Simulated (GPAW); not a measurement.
# Bi2Se3 (Paraguanajuatite) (R-3m) in GPAW: single point with PBE

Aim: the single point of Bi2Se3 (Paraguanajuatite) with PBE.

Everything below comes from runs of GPAW 26.7.0. Logs are shortened: lines on timing, memory, paths and dates and some standing lists are left out, and cuts for length are marked. The log counts tension as positive stress, the text compression.

**1. Starting point**

Symmetry: R-3m, No. 166, trigonal system. The conventional cell has a = 4.143 Å, b = 4.143 Å, c = 28.636 Å, α = 90.00°, β = 90.00°, γ = 120.00°. Around Bi (site symmetry 3m) lie 6 Se at 2.85 to 3.07 Å. Se (site symmetry 3m) has 3 Bi at 2.85 Å as nearest neighbours. Around Se (site symmetry -3m) lie 6 Bi at 3.07 Å.

**2. Single point, PBE**

run.py

```python
from ase import Atoms
from ase.dft.bandgap import bandgap
from ase.io import write
from ase.units import GPa
from gpaw import GPAW, PW

atoms = Atoms(['Bi', 'Bi', 'Se', 'Se', 'Se'],
              cell=[[2.0715, 1.1959810826, 9.5453333333],
                    [-2.0715, 1.1959810826, 9.5453333333],
                    [0.0, -2.3919621653, 9.5453333333]],
              scaled_positions=[[0.5992, 0.5992, 0.5992],
                                [0.4008, 0.4008, 0.4008],
                                [0.7883, 0.7883, 0.7883],
                                [0.2117, 0.2117, 0.2117],
                                [0.0, 0.0, 0.0]],
              pbc=True)

calc = GPAW(mode=PW(500),
            xc='PBE',
            kpts={'size': (6, 6, 6), 'gamma': True},
            occupations={'name': 'fermi-dirac', 'width': 0.05},
            nbands=39,
            maxiter=120,
            txt='gpaw.txt')
atoms.calc = calc
energy = atoms.get_potential_energy()
forces = atoms.get_forces()
stress = atoms.get_stress()
calc.write('gs.gpw')
write('result.traj', atoms)
print(f'Energy: {energy:.6f} eV')
print('Forces (eV/A):')
print(forces.round(4))
print('Stress (GPa):', (stress / GPa).round(3))
print('Fermi level:', round(calc.get_fermi_level(), 4), 'eV')
print(f'Gap: {bandgap(calc)[0]:.4f} eV, direct: {bandgap(calc, direct=True)[0]:.4f} eV')
```

Potentials or basis: GPAW PAW data sets (gpaw-data 1.2.1), pw.

The run is started by

```console
OMP_NUM_THREADS=1 python run.py
```

gpaw.txt:

```text
__  _  _
 | _ |_)|_||  |
 |__||  | ||/\| - 26.7.0

Input parameters:
  mode=PW(ecut=500.0),
  kpts=MonkhorstPack(size=(6, 6, 6), gamma=True),
  maxiter=120,
  nbands=39,
  occupations=Occupations(name='fermi-dirac', width=0.05),
  xc=XC(name='PBE')

Diagonalizing LCAO Hamiltonian
Converting LCAO to pw mode

       Se

       Bi

       Bi

       Se

       Se

Atoms  # Å, Bohr magnetons
|   | symbol |         x |         y |         z |    initial magnetic moments |
|---|--------|-----------|-----------|-----------|-----------------------------|
| 0 |     Bi | -0.000000 | -0.000000 | 17.158691 | ( 0.0000,  0.0000,  0.0000) |
| 1 |     Bi | -0.000000 | -0.000000 | 11.477309 | ( 0.0000,  0.0000,  0.0000) |
| 2 |     Se | -0.000000 | -0.000000 | 22.573759 | ( 0.0000,  0.0000,  0.0000) |
| 3 |     Se | -0.000000 | -0.000000 |  6.062241 | ( 0.0000,  0.0000,  0.0000) |
| 4 |     Se |  0.000000 |  0.000000 |  0.000000 | ( 0.0000,  0.0000,  0.0000) |

Unit cell  # Å
| periodic |         x |         y |        z |  lengths |    angles |
|----------|-----------|-----------|----------|----------|-----------|
|      yes |  2.071500 |  1.195981 | 9.545333 | 9.840471 | 24.304273 |
|      yes | -2.071500 |  1.195981 | 9.545333 | 9.840471 | 24.304273 |
|      yes |  0.000000 | -2.391962 | 9.545333 | 9.840471 | 24.304273 |

Number of symmetries: 12
Symmetry operations  # r_c * U_cc + t_c -> r_c
|    | kind |            matrix            |
|----|------|------------------------------|
|  0 |  E   |  1, 0, 0,  0, 1, 0,  0, 0, 1 |
|  1 |  σ   |  1, 0, 0,  0, 0, 1,  0, 1, 0 |
|  2 |  σ   |  0, 1, 0,  1, 0, 0,  0, 0, 1 |
|  3 |  C3  |  0, 1, 0,  0, 0, 1,  1, 0, 0 |
|  4 |  C3  |  0, 0, 1,  1, 0, 0,  0, 1, 0 |
|  5 |  σ   |  0, 0, 1,  0, 1, 0,  1, 0, 0 |
|  6 |  C2  |  0, 0,-1,  0,-1, 0, -1, 0, 0 |
|  7 |  S6  |  0, 0,-1, -1, 0, 0,  0,-1, 0 |
|  8 |  S6  |  0,-1, 0,  0, 0,-1, -1, 0, 0 |
|  9 |  C2  |  0,-1, 0, -1, 0, 0,  0, 0,-1 |
| 10 |  C2  | -1, 0, 0,  0, 0,-1,  0,-1, 0 |
| 11 |  i   | -1, 0, 0,  0,-1, 0,  0, 0,-1 |

BZ-sampling:
  Number of BZ points: 216
  Number of IBZ points: 32

  Monkhorst-Pack size: [6, 6, 6]
  Monkhorst-Pack shift: [0.08333333333333333, 0.08333333333333333, 0.08333333333333333]

K-points  # in reciprocal-cell coordinates
|     |                                coordinates |     weight |
|-----|--------------------------------------------|------------|
|   0 | (  0.00000000,   0.00000000,   0.00000000) | 0.00462963 |
|   1 | (  0.16666667,   0.00000000,  -0.16666667) | 0.02777778 |
|   2 | (  0.16666667,   0.00000000,   0.00000000) | 0.02777778 |
|   3 | (  0.16666667,   0.16666667,  -0.16666667) | 0.02777778 |
|   4 | (  0.16666667,   0.16666667,   0.00000000) | 0.02777778 |
|   5 | (  0.16666667,   0.16666667,   0.16666667) | 0.00925926 |
|   6 | (  0.33333333,  -0.16666667,  -0.16666667) | 0.02777778 |
|   7 | (  0.33333333,   0.00000000,  -0.33333333) | 0.02777778 |
|   8 | (  0.33333333,   0.00000000,  -0.16666667) | 0.05555556 |
|   9 | (  0.33333333,   0.00000000,   0.00000000) | 0.02777778 |
| ... |                                            |            |
|  31 | (  0.50000000,   0.50000000,   0.50000000) | 0.00462963 |

Plane wave coefficients: 3629
Cutoff: 500.0 eV

Spin-components: 1 (collinear spins)
Bands:           39
Projectors:      27
Spin-degeneracy: 2
Datatype:        complex128

Parallelization:
  kpt:    1
  domain: 1
  band:   1

Density:
  Valence electrons: 48.0
  Components: 1
  Grid points: [54 54 54]
  Charge: 0.0  # |e|

Potential:
  Grid points: [54 54 54]

species:
  Bi:
    name:    Bismuth
    Z:       83.0
    valence: 15
    core:    68
    charge:  0.0  # [|e|]
    compensation charges:
      type: gauss
      rc: 0.38  # [Å]
      lmax: 2
    cutoffs:
      filter: 2.23  # [Å]
      core: 2.33  # [Å]
    projectors
    | kind |    occ | energy [eV] | rcut [Å] |
    |------|--------|-------------|----------|
    |   6s |  2.000 |     -14.385 |    1.286 |
    |   6p |  3.000 |      -4.580 |    1.275 |
    |   5d | 10.000 |     -27.119 |    1.349 |
    |    s |        |      12.827 |    1.286 |
    |    p |        |      22.631 |    1.275 |
    |    d |        |       0.093 |    1.349 |

    Using partial waves for Bi as LCAO basis

  Se:
    name:    Selenium
    Z:       34.0
    valence: 6
    core:    28
    charge:  0.0  # [|e|]
    compensation charges:
      type: gauss
      rc: 0.27  # [Å]
      lmax: 2
    cutoffs:
      filter: 1.77  # [Å]
      core: 2.67  # [Å]
    projectors
    | kind |    occ | energy [eV] | rcut [Å] |
    |------|--------|-------------|----------|
    |   4s |  2.000 |     -17.277 |    0.847 |
    |   4p |  4.000 |      -6.512 |    1.005 |
    |    s |        |       9.935 |    0.847 |
    |    p |        |      20.699 |    1.005 |
    |    d |        |       0.000 |    0.847 |

    Using partial waves for Se as LCAO basis

Reference energy: -1368007.362297  # eV

eigensolver:
  PPCG
  Converge bands: occupied
  niter=2

density mixing:
  MSR1-Mixer
  Pratt-step length: 0.05
  Maximum mixing coefficient: 0.75
  Old densities: 10
  SVD Regularization: 0.005
  Good broyden scale: 1.0
  Trust region scale: 1.0
  Backstep threshold: 4.0
  History deletion threshold: 6.0
  Fourier metric: weight=20.0, sigma=0.015

occupation numbers:
  Fermi-Dirac:
    width: 0.0500  # eV

poisson solver:
  ecut: 4000.0  # eV

xc functional:
  name: PBE with 2 nearest neighbor stencil

convergence criteria:
- Maximum [total energy] change in last 3 cyles: 0.0005 eV / valence electron
- Maximum integral of absolute [dens]ity change: 0.0001 electrons / valence electron
- Maximum integral of absolute [eigenst]ate change: 4e-08 eV^2 / valence electron
maximum number of iterations: 120

SCF iterations
|iter     | |      energy | eigst |  dens |
|---------|-|-------------|-------|-------|
|iter:   1| |  -22.286934 | -0.03 |       |
|iter:   2| |  -22.154312 | -2.03 | -1.17 |
|iter:   3| |  -21.787377 | -2.33 | -1.24 |
|iter:   4| |  -21.680131 | -3.12 | -1.56 |
|iter:   5| |  -21.675458 | -3.74 | -1.92 |
|iter:   6| |  -21.676163c| -4.18 | -2.25 |
|iter:   7| |  -21.676274c| -5.41 | -3.31 |
|iter:   8| |  -21.676300c| -5.97 | -3.77 |
|iter:   9| |  -21.676302c| -6.77 | -4.39c|
|iter:  10| |  -21.676302c| -7.59c| -4.96c|

Converged in 10 steps
Energy contributions relative to reference atoms: (reference = -1368007.362297)

Energy contributions:
  Kinetic:          65.058525
  Coulomb:         -61.873493
  Zero:             -3.142477
  External:          0.000000
  Xc:              -21.718646
  Entropy:          -0.000423
  Spinorbit:         0.000000
  ----------------------------
  Free energy:     -21.676514
  Extrapolated:    -21.676302

dipole moment: (0.000000, 0.000000, -105.410034)  # |e|*Ang

Fermi level: 6.004
Eigenvalues  # (at kpt = [0.000, 0.000, 0.000])
| band index |      eig [eV] | occ [0-2] |
|------------|---------------|-----------|
|          0 |       -17.418 |     2.000 |
|        ... |               |           |
|         16 |         3.780 |     2.000 |
|         17 |         4.002 |     2.000 |
|         18 |         4.002 |     2.000 |
|         19 |         4.003 |     2.000 |
|         20 |         4.003 |     2.000 |
|         21 |         4.665 |     2.000 |
|         22 |         4.665 |     2.000 |
|         23 |         5.905 |     1.756 |
|         24 |         6.102 |     0.248 |
|         25 |         7.275 |     0.000 |
|         26 |         7.275 |     0.000 |
|         27 |         8.012 |     0.000 |
|         28 |         8.599 |     0.000 |
|         29 |         8.599 |     0.000 |
|         30 |        11.716 |     0.000 |
|         31 |        12.885 |     0.000 |
|        ... |               |           |
|         38 |        14.588 |     0.000 |

Gap: 0.196 eV
Transition (v -> c):
  (s=0, k=0, n=23, [0.00, 0.00, 0.00]) -> (s=0, k=0, n=24, [0.00, 0.00, 0.00])
No difference between direct/indirect transitions

Forces  # eV/Ang
|       x |        y |        z |
|---------|----------|----------|
| 0.00000 | -0.00000 |  0.19249 |  # Bi   0
| 0.00000 |  0.00000 | -0.19249 |  # Bi   1
| 0.00000 | -0.00000 |  0.17862 |  # Se   2
| 0.00000 |  0.00000 | -0.17862 |  # Se   3
| 0.00000 | -0.00000 | -0.00000 |  # Se   4

Stress tensor  # eV/Ang^3
|         x |         y |         z |
|-----------|-----------|-----------|
| -0.014798 | -0.000000 |  0.000000 |
|  0.000000 | -0.014798 | -0.000000 |
|  0.000000 | -0.000000 | -0.015116 |

# Writing to gs.gpw (mode='')
```

Wall time 2.9 min (1 thread of INTEL XEON PLATINUM 8581C at 2.30GHz (Emerald Rapids), shared host); peak memory 0.51 GiB.

What came out:

```yaml
Free_energy: -21.6765 eV
Pressure: 2.4 GPa
Largest_force: 0.192 eV/Å
Band_gap_on_the_k_mesh: 0.20 eV, direct
```

Forces on the atoms (eV/Å):
```
Bi   0.000  0.000  0.192
Bi   0.000  0.000 -0.192
Se   0.000  0.000  0.179
Se   0.000  0.000 -0.179
Se   0.000  0.000  0.000
```

Caveat: the cutoff is short for stress and forces, so pressures can be off by a GPa or more; spin-orbit coupling is left out, which as a rule narrows the gap of such compounds by several tenths of an eV; the program warned that so skewed a cell can give wrong results.
